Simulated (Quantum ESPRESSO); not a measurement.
A calculation with Quantum ESPRESSO 7.5 of Tc (native input, structure typed inline):

pw.in

```
&CONTROL
  calculation = 'scf'
  prefix = 'pwscf'
  outdir = './tmp'
  pseudo_dir = './pseudo'
  tprnfor = .true.
  tstress = .true.
  disk_io = 'low'
/
&SYSTEM
  ibrav = 0
  celldm(1) = 8
  nat = 2
  ntyp = 1
  ecutwfc = 45
  ecutrho = 360
  nbnd = 22
  occupations = 'smearing'
  smearing = 'fd'
  degauss = 0.00367493
/
&ELECTRONS
  conv_thr = 4d-10
  electron_maxstep = 120
  mixing_beta = 0.5
/
ATOMIC_SPECIES
Tc    97.9072 tc_pbesol_v1.uspp.F.UPF
CELL_PARAMETERS alat
  0.6472311976843   0.0000000000000   0.0000000000000
 -0.3236155988422   0.5605186593237   0.0000000000000
  0.0000000000000   0.0000000000000   1.0388769370130
ATOMIC_POSITIONS crystal
Tc     0.6666666667    0.3333333333    0.7500000000
Tc     0.3333333333    0.6666666667    0.2500000000
K_POINTS automatic
11 11 6 0 0 0
```

File pp_density.in:

```
&INPUTPP
  prefix = 'pwscf'
  outdir = './tmp'
  filplot = 'density.dat'
  plot_num = 0
/
&PLOT
  nfile = 1
  filepp(1) = 'density.dat'
  iflag = 3
  output_format = 6
  fileout = 'density.cube'
/
```

The input pp_potential.in:

```
&INPUTPP
  prefix = 'pwscf'
  outdir = './tmp'
  filplot = 'potential.dat'
  plot_num = 11
/
&PLOT
  nfile = 1
  filepp(1) = 'potential.dat'
  iflag = 3
  output_format = 6
  fileout = 'potential.cube'
/
```

Potentials or basis: GBRV 1.5 PBEsol.

Command:

```console
$ OMP_NUM_THREADS=1 mpirun -n 2 pw.x -nk 2 -in pw.in > pw.out
$ OMP_NUM_THREADS=1 mpirun -n 1 pp.x -in pp_density.in > pp_density.out
$ OMP_NUM_THREADS=1 mpirun -n 1 pp.x -in pp_potential.in > pp_potential.out
```

Write the same calculation in another form: ASE script, structure typed inline.

As run:

run.py

```python
import numpy as np
from ase.calculators.espresso import Espresso, EspressoProfile
from ase import Atoms

atoms = Atoms(['Tc', 'Tc'],
              cell=[[2.74, 0.0, 0.0], [-1.37, 2.3729096064, 0.0], [0.0, 0.0, 4.398]],
              scaled_positions=[[0.6666666667, 0.3333333333, 0.75], [0.3333333333, 0.6666666667, 0.25]],
              pbc=True)

input_data = {
    'control': {'calculation': 'scf', 'prefix': 'pwscf', 'outdir': './tmp', 'tprnfor': True, 'tstress': True, 'disk_io': 'nowf'},
    'system': {'ecutwfc': 45.0, 'ecutrho': 360.0, 'nbnd': 22, 'occupations': 'smearing', 'smearing': 'fd', 'degauss': 0.00367493},
    'electrons': {'conv_thr': 4e-10, 'electron_maxstep': 120, 'mixing_beta': 0.5},
}
pseudopotentials = {'Tc': 'tc_pbesol_v1.uspp.F.UPF'}
profile = EspressoProfile(command='mpirun -n 2 pw.x -nk 2', pseudo_dir='pseudo')
dft = Espresso(profile=profile, input_data=input_data, pseudopotentials=pseudopotentials, kpts=(11, 11, 6), koffset=(0, 0, 0))
atoms.calc = dft

print(f'energy {atoms.get_potential_energy():.8f} eV')
print('forces (eV/A)')
print(np.round(atoms.get_forces(), 6))
print('stress (eV/A^3, Voigt)')
print(np.round(atoms.get_stress(), 8))
print(f'Fermi level {dft.get_fermi_level():.4f} eV')
```

Potentials or basis: GBRV 1.5 PBEsol.

Launch:

```console
$ OMP_NUM_THREADS=1 python run.py
```

Both were run:

|  | native input, structure typed inline | ASE script, structure typed inline |
| --- | --- | --- |
| Pressure | -7.0 GPa | -7.0 GPa |
| Band gap on the k mesh | none (metal or under the smearing width) | none (metal or under the smearing width) |

Keys that steer only the numerical path or the files written may differ.
